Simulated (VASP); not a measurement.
# KI (Fm-3m) in VASP: notebook

Runs on KI. Level: PBE. Tasks: single point.

Program: VASP 6.6.1. These are calculated values, not measurements. Logs are shortened: lines on timing, memory, paths and dates and some standing lists are left out, and cuts for length are marked.

### Step 1. The structure

Symmetry: Fm-3m, No. 225, cubic system. Conventional cell: a = 7.066 Å, b = 7.066 Å, c = 7.066 Å, α = 90.00°, β = 90.00°, γ = 90.00°. Around I (site symmetry m-3m) lie 6 K at 3.53 Å. K (site symmetry m-3m) has 6 I at 3.53 Å as nearest neighbours.

### Step 2. Single point, PBE

Input file INCAR:

```
PREC = Accurate
ENCUT = 450
EDIFF = 1E-6
ISMEAR = 0
SIGMA = 0.01
LREAL = False
LASPH = True
NELM = 100
ALGO = Normal
ISIF = 2
LWAVE = False
LCHARG = False
GGA = PE
NBANDS = 15
ADDGRID = False
```

Input file KPOINTS:

```
regular mesh
0
Gamma
  5 5 5
```

Input file POSCAR:

```
KI
1.0
    0.0000000000      3.5327750000      3.5327750000
    3.5327750000      0.0000000000      3.5327750000
    3.5327750000      3.5327750000      0.0000000000
I K
1 1
Direct
    0.5000000000      0.5000000000      0.5000000000
    0.0000000000      0.0000000000      0.0000000000
```

Potentials or basis: VASP PAW PBE potentials, release 64 (I, K_sv).

On the command line:

```console
> cat potpaw_PBE.64/I/POTCAR potpaw_PBE.64/K_sv/POTCAR > POTCAR
> mpirun -np 1 vasp_std > vasp.out
```

OUTCAR:

```text
PREC = Accurate
   ENCUT = 450
   EDIFF = 1E-6
   ISMEAR = 0
   LREAL = False
   LASPH = True
   NELM = 100
   ISIF = 2
   GGA = PE

 Found     10 irreducible k-points:

 Following reciprocal coordinates:
            Coordinates               Weight
  0.000000  0.000000  0.000000      1.000000
  0.200000  0.000000  0.000000      8.000000
  0.400000  0.000000  0.000000      8.000000
  0.200000  0.200000  0.000000      6.000000
  0.400000  0.200000  0.000000     24.000000
 -0.400000  0.200000  0.000000     24.000000
   k-points           NKPTS =     10   k-points in BZ     NKDIM =     10   number of bands    NBANDS=     15
   number of dos      NEDOS =    301   number of ions     NIONS =      2
   total plane-waves  NPLWV =  46656
   dimension x,y,z NGX =    36 NGY =   36 NGZ =   36
   dimension x,y,z NGXF=    72 NGYF=   72 NGZF=   72
   ions per type =               1   1
   NGX,Y,Z   is equivalent  to a cutoff of  11.98, 11.98, 11.98 a.u.
   NGXF,Y,Z  is equivalent  to a cutoff of  23.96, 23.96, 23.96 a.u.
 SYSTEM =  unknown system
   PREC   = accura    normal or accurate (medium, high low for compatibility)
   ISTART =      0    job   : 0-new  1-cont  2-samecut
   ICHARG =      2    charge: 1-file 2-atom 10-const
   ISPIN  =      1    spin polarized calculation?
   LNONCOLLINEAR =      F non collinear calculations
   LSORBIT =      F    spin-orbit coupling
   LASPH  =      T    aspherical Exc in radial PAW
   ENCUT  =  450.0 eV  33.07 Ry    5.75 a.u.   8.64  8.64  8.64*2*pi/ulx,y,z
   NELM   =    100;   NELMIN=  2; NELMDL= -5     # of ELM steps
   EDIFF  = 0.1E-05   stopping-criterion for ELM
   LREAL  =      F    real-space projection
   EDIFFG = 0.1E-04   stopping-criterion for IOM
   NSW    =      0    number of steps for IOM
   IBRION =     -1    ionic relax: 0-MD 1-quasi-New 2-CG
   NFREE  =      0    steps in history (QN), initial steepest desc. (CG)
   ISIF   =      2    stress and relaxation
   ISYM   =      2    0-nonsym 1-usesym 2-fastsym
   POTIM  = 0.5000    time-step for ionic-motion
   TEBEG  =    0.0;   TEEND  =   0.0 temperature during run
   PSTRESS=    0.0 pullay stress
   NELECT =      16.0000    total number of electrons
   NUPDOWN=      -1.0000    fix difference up-down
   EMIN   =  10.00;   EMAX   =-10.00  energy-range for DOS
   EFERMI =   0.00;   METHOD = LEGACY
   ISMEAR =     0;   SIGMA  =   0.01  broadening in eV -4-tet -1-fermi 0-gaus
   EFERMI_NEDOS =   21; number of points for ismear=-14 and -15
   IALGO  =     38    algorithm
   IMIX   =      4    mixing-type and parameters
     AMIX     =   0.40;   BMIX     =  1.00
     AMIX_MAG =   1.60;   BMIX_MAG =  1.00
  volume/ion in A,a.u.               =      44.09       297.54
  Fermi-wavevector in a.u.,A,eV,Ry     =   0.926806  1.751409 11.686988  0.858969
  Thomas-Fermi vector in A             =   2.052808
   LORBIT       =      0    0 simple, 1 ext, 2 COOP (PROOUT), +10 PAW based schemes
   GGA     = PE    functional components
   LHFCALC =     F    Hartree Fock is set to
   AEXX    =    0.0000 exact exchange contribution
   IVDW    =     0    specifies the selected vdW correction
   LEPSILON=     F    determine dielectric tensor
   LRPA    =     F    only Hartree local field effects (RPA)
 non-spin polarized calculation
 Gauss-broadening in eV      SIGMA  =   0.01
  energy-cutoff  :      450.00
  volume of cell :       88.18
 maximum number of plane-waves:      1924
   NGX = 17   NGY = 17   NGZ = 17

 number of electron      16.0000000 magnetization

 Free energy of the ion-electron system (eV)
  ---------------------------------------------------
  ext. energy  EPLUGINS =         0.00000000
  ---------------------------------------------------
  free energy    TOTEN  =        -5.55614760 eV

  energy without entropy =       -5.55614760  energy(sigma->0) =       -5.55614760

 E-fermi :  -0.3530     XC(G=0):  -7.1779

 val. band max:       -0.4157472343   @ k =   0.0000   0.0000   0.0000
 cond. band min:       3.5465242039   @ k =   0.0000   0.0000   0.0000
 fundamental gap:      3.9622714382
 Fermi energy:        -0.3529806700

 k-point     1 :       0.0000    0.0000    0.0000
  band No.  band energies     occupation
      1     -28.9179      2.00000
      2     -12.4050      2.00000
      3     -12.4050      2.00000
      4     -12.4050      2.00000
      5     -10.9178      2.00000
      6      -0.4157      2.00000
      7      -0.4157      2.00000
      8      -0.4157      2.00000
      9       3.5465      0.00000
     10       6.0812      0.00000
     11       6.0812      0.00000
     12       6.0812      0.00000
     13       6.7983      0.00000
     14       6.7983      0.00000
     15       9.3719      0.00000

 k-point     2 :       0.2000    0.0000    0.0000
  band No.  band energies     occupation
      1     -28.9172      2.00000
      2     -12.4603      2.00000
      3     -12.4058      2.00000
      4     -12.4058      2.00000
      5     -10.8183      2.00000
      6      -0.9710      2.00000
      7      -0.5393      2.00000
      8      -0.5393      2.00000
      9       4.3701      0.00000
     10       6.0299      0.00000
     11       6.4889      0.00000
     12       6.4889      0.00000
     13       7.2528      0.00000
     14       7.2528      0.00000
     15      10.3062      0.00000
[... 41 lines left out ...]
      3     -12.4150      2.00000
      4     -12.4140      2.00000
      5     -10.7225      2.00000
      6      -1.4159      2.00000
      7      -0.8009      2.00000
      8      -0.7096      2.00000
      9       5.1573      0.00000
     10       5.7929      0.00000
     11       7.2732      0.00000
     12       7.4830      0.00000
     13       8.0754      0.00000
     14       8.2326      0.00000
     15       9.5755      0.00000

 k-point     6 :      -0.4000    0.2000    0.0000
  band No.  band energies     occupation
      1     -28.9156      2.00000
      2     -12.5179      2.00000
      3     -12.4223      2.00000
      4     -12.4103      2.00000
      5     -10.6722      2.00000
      6      -1.5468      2.00000
      7      -0.9524      2.00000
      8      -0.7752      2.00000
      9       5.5633      0.00000
     10       6.5786      0.00000
     11       7.0472      0.00000
     12       7.8322      0.00000
     13       8.0813      0.00000
     14       8.4884      0.00000
     15       9.4786      0.00000

 [... further k-points ...]
[... 5 lines left out ...]
  --------------------------------------------------------------------------------------
  -------------------------------------------------------------------------------------
  Total        0.3447775      0.3447775      0.3447775     -0.0000000      0.0000000      0.0000000
  in kB        6.2642860      6.2642860      6.2642860     -0.0000000      0.0000000      0.0000000
  external PRESSURE =       6.2642860 kB  Pullay stress =       0.0000000 kB

 VOLUME and BASIS-vectors are now :
 -----------------------------------------------------------------------------
  energy-cutoff  :      450.00
  volume of cell :       88.18
      direct lattice vectors                 reciprocal lattice vectors
     0.000000000  3.532775000  3.532775000    -0.141531799  0.141531799  0.141531799
     3.532775000  0.000000000  3.532775000     0.141531799 -0.141531799  0.141531799
     3.532775000  3.532775000  0.000000000     0.141531799  0.141531799 -0.141531799

 POSITION                                       TOTAL-FORCE (eV/Angst)
 -----------------------------------------------------------------------------------
      3.53277      3.53277      3.53277        -0.000000      0.000000     -0.000000
      0.00000      0.00000      0.00000         0.000000     -0.000000      0.000000
 -----------------------------------------------------------------------------------
    total drift:                                0.000000      0.000000      0.000000

  FREE ENERGIE OF THE ION-ELECTRON SYSTEM (eV)
  ---------------------------------------------------
  free  energy   TOTEN  =        -5.5561475970 eV

  energy  without entropy=       -5.5561475970  energy(sigma->0) =       -5.55614760
```

stdout:

```text
POSCAR found type information on POSCAR I K
 POSCAR found :  2 types and       2 ions
 scaLAPACK will be used
 LDA part: xc-table for (Slater+PW92), standard interpolation
 POSCAR, INCAR and KPOINTS ok, starting setup
 FFT: planning ... GRIDC
 FFT: planning ... GRID_SOFT
 FFT: planning ... GRID
 WAVECAR not read
 entering main loop
```

It took 12 s on 1 thread of Intel Xeon Platinum 8259CL at 2.50GHz (Skylake/Cascade Lake), shared host; peak memory 0.2 GiB.

The run converged, but some of its settings lie outside the range that counts as converged, so its numbers aren't taken as properties of the crystal.

What came out:

```
Free energy            : -5.5561 eV
Pressure               : 0.6 GPa
Band gap on the k mesh : 3.96 eV, direct
```

Caveat: spin-orbit coupling is left out, which moves the levels of the heavy elements.

### Step 3. Single point, PBE

INCAR, as its differences from that of step 2:

```diff
@@ -1,2 +1,2 @@
-PREC = Accurate
+PREC = Low
 ENCUT = 450
@@ -4,3 +4,3 @@
 ISMEAR = 0
-SIGMA = 0.01
+SIGMA = 0.05
 LREAL = False
```

KPOINTS is that of step 2.

POSCAR is that of step 2.

Potentials or basis: VASP PAW PBE potentials, release 64 (I, K_sv).

On the command line:

```console
> cat potpaw_PBE.64/I/POTCAR potpaw_PBE.64/K_sv/POTCAR > POTCAR
> mpirun -np 1 vasp_std > vasp.out
```

Wall time 7 s (1 thread of Intel Xeon Platinum 8259CL at 2.50GHz (Skylake/Cascade Lake), shared host); peak memory 0.12 GiB.

These settings aren't checked as converged: the numbers below hold their error.

What came out:

| Quantity | Value |
| --- | --- |
| Free energy | -5.5562 eV |
| Pressure | 0.6 GPa |
| Band gap on the k mesh | 3.96 eV, direct |

Caveat: spin-orbit coupling is left out, which moves the levels of the heavy elements.

### Step 4. Single point, PBE

INCAR, as its differences from that of step 3:

```diff
@@ -1,2 +1,2 @@
-PREC = Low
+PREC = Normal
 ENCUT = 450
```

KPOINTS is that of step 3.

POSCAR is that of step 3.

On the command line:

```console
> cat potpaw_PBE.64/I/POTCAR potpaw_PBE.64/K_sv/POTCAR > POTCAR
> mpirun -np 1 vasp_std > vasp.out
```

Wall time 8.4 s (1 thread of Intel Xeon Platinum 8259CL at 2.50GHz (Skylake/Cascade Lake), shared host); peak memory 0.15 GiB.

These settings aren't checked as converged: the numbers below hold their error.

Results:

```yaml
Free_energy: -5.5561 eV
Pressure: 0.6 GPa
Band_gap_on_the_k_mesh: 3.96 eV, direct
```

Caveat: spin-orbit coupling is left out, which moves the levels of the heavy elements.

### Step 5. Single point, PBE

INCAR, as its differences from that of step 4:

```diff
@@ -1,2 +1,2 @@
-PREC = Normal
+PREC = Accurate
 ENCUT = 450
@@ -5,3 +5,3 @@
 SIGMA = 0.05
-LREAL = False
+LREAL = Auto
 LASPH = True
```

KPOINTS is that of step 4.

POSCAR is that of step 4.

On the command line:

```console
> cat potpaw_PBE.64/I/POTCAR potpaw_PBE.64/K_sv/POTCAR > POTCAR
> mpirun -np 1 vasp_std > vasp.out
```

Wall time 17 s (1 thread of Intel Xeon Platinum 8259CL at 2.50GHz (Skylake/Cascade Lake), shared host); peak memory 0.2 GiB.

The run converged, but some of its settings lie outside the range that counts as converged, so its numbers aren't taken as properties of the crystal.

Results:

* Free energy: -5.5564 eV
* Pressure: 0.7 GPa
* Band gap on the k mesh: 3.96 eV, direct

Caveat: spin-orbit coupling is left out, which moves the levels of the heavy elements.

### Step 6. Single point, PBE

INCAR, as its differences from that of step 5:

```diff
@@ -2,6 +2,6 @@
 ENCUT = 450
-EDIFF = 1E-6
+EDIFF = 0.01
 ISMEAR = 0
 SIGMA = 0.05
-LREAL = Auto
+LREAL = False
 LASPH = True
```

KPOINTS is that of step 5.

POSCAR is that of step 5.

Potentials or basis: VASP PAW PBE potentials, release 64 (I, K_sv).

On the command line:

```console
> cat potpaw_PBE.64/I/POTCAR potpaw_PBE.64/K_sv/POTCAR > POTCAR
> mpirun -np 1 vasp_std > vasp.out
```

Wall time 8.4 s (1 thread of Intel Xeon Platinum 8259CL at 2.50GHz (Skylake/Cascade Lake), shared host); peak memory 0.2 GiB.

The run converged, but some of its settings lie outside the range that counts as converged, so its numbers aren't taken as properties of the crystal.

Results:

- Free energy: -5.5554 eV
- Pressure: 0.7 GPa
- Band gap on the k mesh: 3.95 eV, direct

Caveat: spin-orbit coupling is left out, which moves the levels of the heavy elements.

### Step 7. The reference run

An earlier run on the cell as given: functional PBE; potentials or basis VASP PAW PBE potentials, release 64 (I, K_sv); cutoff 520 eV; k mesh 7 × 7 × 7; occupations fermi-dirac, width 0.05 eV; no spin polarisation.

- Pressure: 0.6 GPa
- Band gap on the k mesh: 3.96 eV, direct
